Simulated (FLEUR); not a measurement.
Runs of FLEUR MaX-R8.1 (later development tree) on BeS. Symmetry: F-43m, No. 216, cubic system. The conventional cell has a = 4.850 Å, b = 4.850 Å, c = 4.850 Å, α = 90.00°, β = 90.00°, γ = 90.00°. Around S (site symmetry -43m) lie 4 Be at 2.10 Å. Around Be (site symmetry -43m) lie 4 S at 2.10 Å. 

```csv
task,level,k mesh,gmax,muffin-tin radii,max iterations,mixing factor,mixer,kmax,gap on the mesh (eV),V0 of scaled cells (Å³/atom),B0 (GPa)
equation of state,r2SCAN,9 × 9 × 9,15.9 1/bohr,"S 1.91, Be 1.65 bohr",-,-,-,5.13 1/bohr,-,14.43,97
equation of state,PBEsol,9 × 9 × 9,15.9 1/bohr,"S 1.91, Be 1.65 bohr",-,-,-,5.13 1/bohr,-,14.15,97
band structure,PBEsol,9 × 9 × 9,15.4 1/bohr,"S 1.97, Be 1.71 bohr",60,0.05,Anderson,4.97 1/bohr,3.02,-,-
single point,PBEsol,9 × 9 × 9,15.9 1/bohr,"S 1.91, Be 1.65 bohr",60,0.05,Anderson,5.13 1/bohr,3.02,-,-
single point,HSE06,6 × 6 × 6,15.4 1/bohr,"S 1.97, Be 1.71 bohr",30,0.05,Anderson,4.97 1/bohr,(a),-,-
```

Alike in all rows: potentials or basis all-electron, FLAPW; no spin polarisation; cell as given; smearing fermi-dirac 0.05 eV.

**Question.** Fill in the values left out.

**Answer.** (a) 4.06.

Caveats: the meta-GGA is that of a development version, with a GGA for the radial functions and cores and without core tails (some runs); the mesh misses the band edges, which the band path finds closer together (some runs); an odd mesh through Γ misses points on the zone boundary, where band edges often lie (some runs); core states are solved in the semilocal potential (some runs).

The runs were made with more than one version of the program.
